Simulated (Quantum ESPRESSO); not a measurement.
# KTaO3 (Pm-3m) in Quantum ESPRESSO: band structure with PBEsol

Aim: the band structure of KTaO3 with PBEsol.

Program: Quantum ESPRESSO 7.5. These are calculated values, not measurements. Logs are shortened: lines on timing, memory, paths and dates and some standing lists are left out, and cuts for length are marked.

## 1. The crystal as given

The structure is cubic, space group Pm-3m (No. 221). Conventional cell: a = 3.988 Å, b = 3.988 Å, c = 3.988 Å, α = 90.00°, β = 90.00°, γ = 90.00°. Ta (site symmetry m-3m) is surrounded by 6 O at 1.99 Å. K (site symmetry m-3m) has 12 O at 2.82 Å as nearest neighbours. Around O (site symmetry 4/mmm) lie 2 Ta at 1.99 Å.

## 2. Band structure, PBEsol

Input file pw.in:

```
&CONTROL
  calculation = 'scf'
  prefix = 'pwscf'
  outdir = './tmp'
  pseudo_dir = './pseudo'
  tprnfor = .true.
  tstress = .true.
  disk_io = 'low'
/
&SYSTEM
  ibrav = 0
  nat = 5
  ntyp = 3
  ecutwfc = 56
  ecutrho = 448
  nbnd = 28
  occupations = 'smearing'
  smearing = 'fd'
  degauss = 0.00367493
/
&ELECTRONS
  conv_thr = 1d-09
  electron_maxstep = 120
  mixing_beta = 0.5
/
ATOMIC_SPECIES
Ta   180.9479 ta_pbesol_v1.uspp.F.UPF
K     39.0983 k_pbesol_v1.4.uspp.F.UPF
O     15.9990 o_pbesol_v1.2.uspp.F.UPF
CELL_PARAMETERS angstrom
   3.9883000000    0.0000000000    0.0000000000
   0.0000000000    3.9883000000    0.0000000000
   0.0000000000    0.0000000000    3.9883000000
ATOMIC_POSITIONS crystal
Ta     0.0000000000    0.0000000000    0.0000000000
K      0.5000000000    0.5000000000    0.5000000000
O      0.0000000000    0.0000000000    0.5000000000
O      0.0000000000    0.5000000000    0.0000000000
O      0.5000000000    0.0000000000    0.0000000000
K_POINTS automatic
7 7 7 0 0 0
```

Input file bands.in:

```
&CONTROL
  calculation = 'bands'
  prefix = 'pwscf'
  outdir = './tmp'
  pseudo_dir = './pseudo'
  disk_io = 'low'
  verbosity = 'high'
/
&SYSTEM
  ibrav = 0
  nat = 5
  ntyp = 3
  ecutwfc = 56
  ecutrho = 448
  nbnd = 28
  occupations = 'smearing'
  smearing = 'fd'
  degauss = 0.00367493
/
&ELECTRONS
  conv_thr = 1d-08
  electron_maxstep = 120
  mixing_beta = 0.5
  diago_full_acc = .true.
  startingwfc = 'random'
/
ATOMIC_SPECIES
Ta   180.9479 ta_pbesol_v1.uspp.F.UPF
K     39.0983 k_pbesol_v1.4.uspp.F.UPF
O     15.9990 o_pbesol_v1.2.uspp.F.UPF
CELL_PARAMETERS angstrom
   3.9883000000    0.0000000000    0.0000000000
   0.0000000000    3.9883000000    0.0000000000
   0.0000000000    0.0000000000    3.9883000000
ATOMIC_POSITIONS crystal
Ta     0.0000000000    0.0000000000    0.0000000000
K      0.5000000000    0.5000000000    0.5000000000
O      0.0000000000    0.0000000000    0.5000000000
O      0.0000000000    0.5000000000    0.0000000000
O      0.5000000000    0.0000000000    0.0000000000
K_POINTS crystal
60
 0.0000000000  0.0000000000  0.0000000000 1
 0.0000000000  0.0714285714  0.0000000000 1
 0.0000000000  0.1428571429  0.0000000000 1
 0.0000000000  0.2142857143  0.0000000000 1
 0.0000000000  0.2857142857  0.0000000000 1
 0.0000000000  0.3571428571  0.0000000000 1
 0.0000000000  0.4285714286  0.0000000000 1
 0.0000000000  0.5000000000  0.0000000000 1
 0.0714285714  0.5000000000  0.0000000000 1
 0.1428571429  0.5000000000  0.0000000000 1
 0.2142857143  0.5000000000  0.0000000000 1
 0.2857142857  0.5000000000  0.0000000000 1
 0.3571428571  0.5000000000  0.0000000000 1
 0.4285714286  0.5000000000  0.0000000000 1
 0.5000000000  0.5000000000  0.0000000000 1
 0.4545454545  0.4545454545  0.0000000000 1
 0.4090909091  0.4090909091  0.0000000000 1
 0.3636363636  0.3636363636  0.0000000000 1
 0.3181818182  0.3181818182  0.0000000000 1
 0.2727272727  0.2727272727  0.0000000000 1
 0.2272727273  0.2272727273  0.0000000000 1
 0.1818181818  0.1818181818  0.0000000000 1
 0.1363636364  0.1363636364  0.0000000000 1
 0.0909090909  0.0909090909  0.0000000000 1
 0.0454545455  0.0454545455  0.0000000000 1
 0.0000000000  0.0000000000  0.0000000000 1
 0.0357142857  0.0357142857  0.0357142857 1
 0.0714285714  0.0714285714  0.0714285714 1
 0.1071428571  0.1071428571  0.1071428571 1
 0.1428571429  0.1428571429  0.1428571429 1
 0.1785714286  0.1785714286  0.1785714286 1
 0.2142857143  0.2142857143  0.2142857143 1
 0.2500000000  0.2500000000  0.2500000000 1
 0.2857142857  0.2857142857  0.2857142857 1
 0.3214285714  0.3214285714  0.3214285714 1
 0.3571428571  0.3571428571  0.3571428571 1
 0.3928571429  0.3928571429  0.3928571429 1
 0.4285714286  0.4285714286  0.4285714286 1
 0.4642857143  0.4642857143  0.4642857143 1
 0.5000000000  0.5000000000  0.5000000000 1
 0.4545454545  0.5000000000  0.4545454545 1
 0.4090909091  0.5000000000  0.4090909091 1
 0.3636363636  0.5000000000  0.3636363636 1
 0.3181818182  0.5000000000  0.3181818182 1
 0.2727272727  0.5000000000  0.2727272727 1
 0.2272727273  0.5000000000  0.2272727273 1
 0.1818181818  0.5000000000  0.1818181818 1
 0.1363636364  0.5000000000  0.1363636364 1
 0.0909090909  0.5000000000  0.0909090909 1
 0.0454545455  0.5000000000  0.0454545455 1
 0.0000000000  0.5000000000  0.0000000000 1
 0.5000000000  0.5000000000  0.0000000000 1
 0.5000000000  0.5000000000  0.0625000000 1
 0.5000000000  0.5000000000  0.1250000000 1
 0.5000000000  0.5000000000  0.1875000000 1
 0.5000000000  0.5000000000  0.2500000000 1
 0.5000000000  0.5000000000  0.3125000000 1
 0.5000000000  0.5000000000  0.3750000000 1
 0.5000000000  0.5000000000  0.4375000000 1
 0.5000000000  0.5000000000  0.5000000000 1
```

Potentials or basis: GBRV 1.5 PBEsol.

On the command line:

```
> OMP_NUM_THREADS=1 mpirun -n 2 pw.x -nk 2 -in pw.in > pw.out
> OMP_NUM_THREADS=1 mpirun -n 2 pw.x -nk 2 -in bands.in > bands.out
```

pw.out:

```text
This program is part of the open-source Quantum ESPRESSO suite
     for quantum simulation of materials; please cite
         "P. Giannozzi et al., J. Phys.:Condens. Matter 21 395502 (2009);
         "P. Giannozzi et al., J. Phys.:Condens. Matter 29 465901 (2017);
         "P. Giannozzi et al., J. Chem. Phys. 152 154105 (2020);
     in publications or presentations arising from this work. More details at

     Message from routine setup:
     using ibrav=0 with symmetry is DISCOURAGED, use correct ibrav instead

     K-points division:     npool     =       2
     Subspace diagonalization in iterative solution of the eigenvalue problem:
     a serial algorithm will be used

     G-vector sticks info
     --------------------
     sticks:   dense  smooth     PW     G-vecs:    dense   smooth      PW
     Sum        2025    1005    293                68507    24207    3887

     Using Slab Decomposition

     bravais-lattice index     =            0
     lattice parameter (alat)  =       7.5368  a.u.
     unit-cell volume          =     428.1146 (a.u.)^3
     number of atoms/cell      =            5
     number of atomic types    =            3
     number of electrons       =        40.00
     number of Kohn-Sham states=           28
     kinetic-energy cutoff     =      56.0000  Ry
     charge density cutoff     =     448.0000  Ry
     scf convergence threshold =      1.0E-09
     mixing beta               =       0.5000
     number of iterations used =            8  plain     mixing
     Exchange-correlation= SLA  PW   PSX  PSC
                           (   1   4  10   8   0   0   0)

     celldm(1)=   7.536795  celldm(2)=   0.000000  celldm(3)=   0.000000
     celldm(4)=   0.000000  celldm(5)=   0.000000  celldm(6)=   0.000000

     crystal axes: (cart. coord. in units of alat)
               a(1) = (   1.000000   0.000000   0.000000 )
               a(2) = (   0.000000   1.000000   0.000000 )
               a(3) = (   0.000000   0.000000   1.000000 )

     reciprocal axes: (cart. coord. in units 2 pi/alat)
               b(1) = (  1.000000  0.000000  0.000000 )
               b(2) = (  0.000000  1.000000  0.000000 )
               b(3) = (  0.000000  0.000000  1.000000 )

     PseudoPot. # 1 for Ta read from file:
     ta_pbesol_v1.uspp.F.UPF
     Pseudo is Ultrasoft + core correction, Zval = 13.0
     Generated by new atomic code, or converted to UPF format
     Using radial grid of  921 points,  7 beta functions with:
                l(1) =   0
                l(2) =   0
                l(3) =   1
                l(4) =   1
                l(5) =   2
                l(6) =   2
                l(7) =   3
     Q(r) pseudized with  6 coefficients,  rinner =    1.300   1.300   1.300
                                                       1.300   1.300   1.300
                                                       1.300

     PseudoPot. # 2 for K  read from file:
     k_pbesol_v1.4.uspp.F.UPF
     Pseudo is Ultrasoft + core correction, Zval =  9.0
     Generated by new atomic code, or converted to UPF format
     Using radial grid of  841 points,  6 beta functions with:
                l(1) =   0
                l(2) =   0
                l(3) =   1
                l(4) =   1
                l(5) =   2
                l(6) =   2
     Q(r) pseudized with  6 coefficients,  rinner =    1.500   1.500   1.500
                                                       1.500   1.500

     PseudoPot. # 3 for O  read from file:
     o_pbesol_v1.2.uspp.F.UPF
     Pseudo is Ultrasoft + core correction, Zval =  6.0
     Generated by new atomic code, or converted to UPF format
     Using radial grid of  737 points,  5 beta functions with:
                l(1) =   0
                l(2) =   0
                l(3) =   1
                l(4) =   1
                l(5) =   2
     Q(r) pseudized with  8 coefficients,  rinner =    0.900   0.900   0.900
                                                       0.900   0.900

     atomic species   valence    mass     pseudopotential
     Ta               13.00   180.94790     Ta( 1.00)
     K                 9.00    39.09830     K ( 1.00)
     O                 6.00    15.99900     O ( 1.00)

     48 Sym. Ops., with inversion, found

   Cartesian axes

     site n.     atom                  positions (alat units)
         1        Ta     tau(   1) = (   0.0000000   0.0000000   0.0000000  )
         2        K      tau(   2) = (   0.5000000   0.5000000   0.5000000  )
         3        O      tau(   3) = (   0.0000000   0.0000000   0.5000000  )
         4        O      tau(   4) = (   0.0000000   0.5000000   0.0000000  )
         5        O      tau(   5) = (   0.5000000   0.0000000   0.0000000  )

     number of k points=    20  Fermi-Dirac smearing, width (Ry)=  0.0037
                       cart. coord. in units 2pi/alat
        k(    1) = (   0.0000000   0.0000000   0.0000000), wk =   0.0058309
        k(    2) = (   0.0000000   0.0000000   0.1428571), wk =   0.0349854
        k(    3) = (   0.0000000   0.0000000   0.2857143), wk =   0.0349854
        k(    4) = (   0.0000000   0.0000000   0.4285714), wk =   0.0349854
        k(    5) = (   0.0000000   0.1428571   0.1428571), wk =   0.0699708
        k(    6) = (   0.0000000   0.1428571   0.2857143), wk =   0.1399417
[... 12 lines left out ...]
        k(   19) = (   0.2857143   0.4285714   0.4285714), wk =   0.1399417
        k(   20) = (   0.4285714   0.4285714   0.4285714), wk =   0.0466472

     Dense  grid:    68507 G-vectors     FFT dimensions: (  54,  54,  54)

     Smooth grid:    24207 G-vectors     FFT dimensions: (  36,  36,  36)

     Initial potential from superposition of free atoms

     starting charge      39.4953, renormalised to      40.0000

     negative rho (up, down):  9.341E-02 0.000E+00
     Starting wfcs are   33 randomized atomic wfcs

     Self-consistent Calculation

     iteration #  1     ecut=    56.00 Ry     beta= 0.50
     Davidson diagonalization with overlap
     ethr =  1.00E-02,  avg # of iterations =  6.7

     negative rho (up, down):  9.517E-02 0.000E+00

     total energy              =    -295.35804865 Ry
     estimated scf accuracy    <       1.47340245 Ry

     iteration #  2     ecut=    56.00 Ry     beta= 0.50
     Davidson diagonalization with overlap
     ethr =  3.68E-03,  avg # of iterations =  2.5

     negative rho (up, down):  9.613E-02 0.000E+00

     total energy              =    -295.72150612 Ry
     estimated scf accuracy    <       0.94950603 Ry

     iteration #  3     ecut=    56.00 Ry     beta= 0.50
     Davidson diagonalization with overlap
     ethr =  2.37E-03,  avg # of iterations =  1.9

     negative rho (up, down):  9.688E-02 0.000E+00

     total energy              =    -295.91958613 Ry
     estimated scf accuracy    <       0.02373699 Ry

     iteration #  4     ecut=    56.00 Ry     beta= 0.50
     Davidson diagonalization with overlap
     ethr =  5.93E-05,  avg # of iterations =  7.8
[... 55 lines left out ...]
     negative rho (up, down):  9.818E-02 0.000E+00

     total energy              =    -295.92585550 Ry
     estimated scf accuracy    <       0.00000003 Ry

     iteration # 11     ecut=    56.00 Ry     beta= 0.50
     Davidson diagonalization with overlap
     ethr =  8.17E-11,  avg # of iterations =  4.2

     negative rho (up, down):  9.818E-02 0.000E+00

     total energy              =    -295.92585552 Ry
     estimated scf accuracy    <       0.00000001 Ry

     iteration # 12     ecut=    56.00 Ry     beta= 0.50
     Davidson diagonalization with overlap
     ethr =  2.92E-11,  avg # of iterations =  2.0

     negative rho (up, down):  9.818E-02 0.000E+00

     End of self-consistent calculation

          k = 0.0000 0.0000 0.0000 (  2969 PWs)   bands (ev):

   -58.7964 -25.3199 -25.3199 -25.3199 -18.4361  -8.7588  -8.0385  -8.0385
    -2.0611  -2.0611  -2.0611   6.2389   6.2389   6.2389   7.6005   7.6005
     7.6005   8.0474   8.0474   8.0474  10.8091  10.8091  10.8091  15.1493
    15.4904  15.4904  16.6132  16.6132

          k = 0.0000 0.0000 0.1429 (  3014 PWs)   bands (ev):

   -58.7964 -25.3366 -25.3191 -25.3191 -18.4306  -8.7026  -8.0339  -7.9270
    -2.0536  -2.0536  -2.0327   5.7463   6.2141   6.2141   7.2915   7.2915
     7.4968   7.5049   7.9503   7.9503  10.8386  11.4302  11.4302  15.4881
    15.5018  16.2952  16.8719  16.9318

          k = 0.0000 0.0000 0.2857 (  3034 PWs)   bands (ev):

   -58.7963 -25.3740 -25.3175 -25.3175 -18.4182  -8.6524  -8.0236  -7.5617
    -2.0364  -2.0364  -1.9680   4.4381   6.1562   6.1562   6.7276   6.7276
     6.8537   7.3022   7.8685   7.8685  10.9067  12.6272  12.6272  15.5199
    16.2328  17.2773  17.4829  18.1492

          k = 0.0000 0.0000 0.4286 (  3010 PWs)   bands (ev):

   -58.7962 -25.4035 -25.3162 -25.3162 -18.4082  -8.6543  -8.0154  -7.1766
    -2.0226  -2.0226  -1.9154   3.3685   6.1070   6.1070   6.3788   6.3788
     6.5420   7.1497   7.8254   7.8254  10.9633  13.5562  13.5562  15.5307
    16.9711  17.6524  18.0091  19.5673

          k = 0.0000 0.1429 0.1429 (  3021 PWs)   bands (ev):
[... 90 lines left out ...]
          k = 0.2857 0.2857 0.4286 (  3040 PWs)   bands (ev):

   -58.7960 -25.3978 -25.3674 -25.3669 -18.3889  -7.7809  -7.4846  -7.1958
    -2.2066  -2.1525  -2.0322   3.3651   4.4711   4.4930   4.7403   5.0781
     5.3833   8.0115   8.1385   8.3456  13.6486  14.2463  14.3549  18.1267
    18.3262  18.5013  19.3260  19.4870

          k = 0.2857 0.4286 0.4286 (  3029 PWs)   bands (ev):

   -58.7959 -25.3963 -25.3962 -25.3657 -18.3834  -7.6203  -7.1991  -7.1766
    -2.2349  -2.2187  -2.1364   3.3198   3.4233   4.5131   4.5611   5.0547
     5.0666   8.2130   8.2369   8.5864  14.3149  14.3437  14.9027  17.8368
    18.2794  18.4054  19.7698  19.8072

          k = 0.4286 0.4286 0.4286 (  3052 PWs)   bands (ev):

   -58.7959 -25.3949 -25.3947 -25.3947 -18.3779  -7.2087  -7.1469  -7.1469
    -2.3081  -2.3081  -2.2631   3.2867   3.4283   3.4283   4.7194   4.8076
     4.8076   8.5644   8.5644   8.6184  14.8906  14.9552  14.9552  17.7152
    17.7152  17.7628  19.5437  21.1353

     the Fermi energy is     9.7801 ev

!    total energy              =    -295.92585552 Ry
     estimated scf accuracy    <          4.8E-10 Ry
     smearing contrib. (-TS)   =      -0.00000000 Ry
     internal energy E=F+TS    =    -295.92585552 Ry

     The total energy is F=E-TS. E is the sum of the following terms:
     one-electron contribution =     -72.52694113 Ry
     hartree contribution      =      56.67495515 Ry
     xc contribution           =     -72.70939671 Ry
     ewald contribution        =    -207.36447283 Ry

     convergence has been achieved in  12 iterations

     negative rho (up, down):  9.818E-02 0.000E+00

     Forces acting on atoms (cartesian axes, Ry/au):

     atom    1 type  1   force =     0.00000000    0.00000000    0.00000000
     atom    2 type  2   force =     0.00000000    0.00000000    0.00000000
     atom    3 type  3   force =     0.00000000    0.00000000    0.00000000
     atom    4 type  3   force =     0.00000000    0.00000000    0.00000000
     atom    5 type  3   force =     0.00000000    0.00000000    0.00000000

     Total force =     0.000000     Total SCF correction =     0.000000

     Computing stress (Cartesian axis) and pressure

     negative rho (up, down):  9.818E-02 0.000E+00
          total   stress  (Ry/bohr**3)                   (kbar)     P=       -1.08
  -0.00000736   0.00000000   0.00000000           -1.08        0.00        0.00
   0.00000000  -0.00000736   0.00000000            0.00       -1.08        0.00
   0.00000000   0.00000000  -0.00000736            0.00        0.00       -1.08

=------------------------------------------------------------------------------=
   JOB DONE.
=------------------------------------------------------------------------------=
```

Run time: 61 s. Hardware: 2 MPI ranks of Intel Xeon 6975P-C (Granite Rapids), shared host; peak memory 0.6 GiB.

Results:

```
Free energy             : -4026.2764 eV
Pressure                : -0.1 GPa
Band gap on the k mesh  : 2.19 eV, indirect (least direct gap 2.76 eV)
Band gap along the path : 2.13 eV, indirect (least direct gap 2.76 eV)
```

Levels at the corners of the path, in eV from the valence-band top:
```tsv
point	band 18	band 19	band 20	band 21	band 22	band 23
Γ	-0.63	-0.63	-0.63	2.13	2.13	2.13
X	-1.55	-0.86	-0.86	2.29	5.02	5.02
M	-1.45	-1.45	-0.04	5.06	5.06	6.35
Γ	-0.63	-0.63	-0.63	2.13	2.13	2.13
R	0.00	0.00	0.00	6.49	6.49	6.49
X	-1.55	-0.86	-0.86	2.29	5.02	5.02
M	-1.45	-1.45	-0.04	5.06	5.06	6.35
R	0.00	0.00	0.00	6.49	6.49	6.49
```

Caveat: some levels on the path didn't converge; spin-orbit coupling is left out, which moves the levels of the heavy elements. PBEsol gaps usually lie below the measured ones, often by a third to a half.
